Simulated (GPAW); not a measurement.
ZnSe (Stilleite) in GPAW: convergence with plane-wave cutoff (eV)

Input of the first run (plane-wave cutoff (eV) 200); the others differ in this setting and in those tied to it:

File run.py:

```python
from ase import Atoms
from ase.dft.bandgap import bandgap
from ase.io import write
from ase.units import GPa
from gpaw import GPAW, PW

atoms = Atoms(['Se', 'Zn'],
              cell=[[0.0, 2.8338, 2.8338],
                    [2.8338, 0.0, 2.8338],
                    [2.8338, 2.8338, 0.0]],
              scaled_positions=[[0.75, 0.75, 0.75],
                                [0.0, 0.0, 0.0]],
              pbc=True)

calc = GPAW(mode=PW(200),
            xc='LDA',
            kpts={'size': (8, 8, 8), 'gamma': True},
            occupations={'name': 'fermi-dirac', 'width': 0.05},
            nbands=18,
            convergence={'density': 1e-05, 'energy': 1e-05},
            maxiter=100,
            txt='gpaw.txt')
atoms.calc = calc
energy = atoms.get_potential_energy()
forces = atoms.get_forces()
stress = atoms.get_stress()
calc.write('gs.gpw')
write('result.traj', atoms)
print(f'Energy: {energy:.6f} eV')
print('Forces (eV/A):')
print(forces.round(4))
print('Stress (GPa):', (stress / GPa).round(3))
print('Fermi level:', round(calc.get_fermi_level(), 4), 'eV')
print(f'Gap: {bandgap(calc)[0]:.4f} eV, direct: {bandgap(calc, direct=True)[0]:.4f} eV')
```

Potentials or basis: the program's PAW data sets (release 1.2.1) made for this functional, pw.

Command:

```bash
$ OMP_NUM_THREADS=1 python run.py
```

Hardware: 1 thread of Arm Neoverse V2, on a shared host.

```csv
plane-wave cutoff (eV),"energy less the tightest run, at zero smearing (meV/atom)",pressure (GPa),gap on the mesh (eV),SCF cycles,CPU time (s),peak memory (GiB)
200,231.91,-6.67,1.043,9,4.1,0.12
250,180.04,-4.77,1.028,9,4.4,0.12
300,118.68,-5.58,1.037,9,6.9,0.13
350,61.10,-5.20,1.043,9,7.2,0.13
400,26.31,-4.54,1.045,9,6.6,0.13
500,3.38,-3.79,1.045,9,11,0.14
600,0.51,-3.63,1.045,9,13,0.15
800,0.19,-3.62,1.045,9,19,0.17
1000,0.00,-3.62,1.044,9,26,0.2
```

Against the tightest run, the energy stays within 1 meV/atom from 600 on; the pressure stays within 0.1 GPa from 600 on; the gap on the mesh stays within 0.01 eV from 300 on. The tightest run that finished is the yardstick and may itself not be fully converged.
